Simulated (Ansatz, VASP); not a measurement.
ZnS (Wurtzite-2H): VASP beside Ansatz

```
Zn S
1.0
     3.78159    0.00000    0.00000
    -1.89079    3.27495    0.00000
     0.00000    0.00000    6.20895
Zn S
2 2
Direct
  0.33333 0.66667 0.00544
  0.66667 0.33333 0.50544
  0.33333 0.66667 0.37956
  0.66667 0.33333 0.87956
```

Alike in both runs: functional PBEsol; k mesh 9 × 9 × 6; occupations gaussian, width 0.02 eV; no spin polarisation.

Ansatz relaxed the structure, and its values are those at the end. VASP's run is a single point on that final structure, the one shown.

|  | VASP | Ansatz |
| --- | --- | --- |
| version | VASP 6.6.1 | Ansatz 0.2.0 |
| potentials or method | VASP PAW PBE potentials, release 64 (Zn, S) | scalar-relativistic, plane waves, PAW |
| plane-wave cutoff (eV) | 520 | 420 |
| valence electrons in the cell | 36 | 36 |

|  | VASP | Ansatz | Ansatz less VASP |
| --- | --- | --- | --- |
| gap on the k mesh at the Fermi level (eV) | 2.16 | 2.15 | -0.007 |
| least direct gap on the mesh (eV) | 2.16 | 2.15 | -0.007 |
| pressure (GPa) | 0.2 | 0.0 | -0.19 |

Caveats: the PAW data sets were made with another functional, which shifts forces and pressure a little (VASP). PBEsol gaps usually lie below the measured ones, often by a third to a half.
